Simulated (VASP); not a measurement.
## W: single point with PBE

Crystal: W.

```
CELL_PARAMETERS angstrom
-1.58234 1.58234 1.58234
1.58234 -1.58234 1.58234
1.58234 1.58234 -1.58234
ATOMIC_POSITIONS crystal
W 0.00000 0.00000 0.00000
```

```yaml
Program: VASP 6.6.1
Task: single point
Functional: PBE
Potentials_or_basis: VASP PAW PBE potentials, release 64 (W_sv)
Cutoff: 700 eV
k_mesh: 14 × 14 × 14
Occupations: gaussian, width 0.1 eV
Spin: no spin polarisation
```

```yaml
Pressure: 6.7 GPa
Band_gap_on_the_k_mesh: none (metal or under the smearing width)
```

Levels at points of the mesh, in eV from the Fermi level:
| k point | band 3 | band 4 | band 5 | band 6 | band 7 | band 8 | band 9 | band 10 | band 11 | band 12 |
| --- | --- | --- | --- | --- | --- | --- | --- | --- | --- | --- |
| (0.00, 0.00, 0.00) | -37.85 | -37.85 | -9.73 | -1.33 | -1.33 | -1.33 | 2.16 | 2.16 | 14.42 | 14.42 |
| (0.50, 0.00, 0.00) | -38.27 | -37.86 | -6.38 | -3.67 | 0.58 | 2.05 | 3.03 | 6.05 | 10.99 | 11.39 |
| (0.50, 0.50, 0.50) | -38.76 | -38.76 | -5.93 | -5.93 | 5.06 | 5.06 | 5.06 | 8.15 | 8.15 | 8.15 |

Wall time 41 s on 1 thread of AMD EPYC 7R43 64-Core Processor (Zen 3), on a shared host, peak memory 0.13 GiB.

The run has no spin-orbit coupling, so splittings on W are missing.
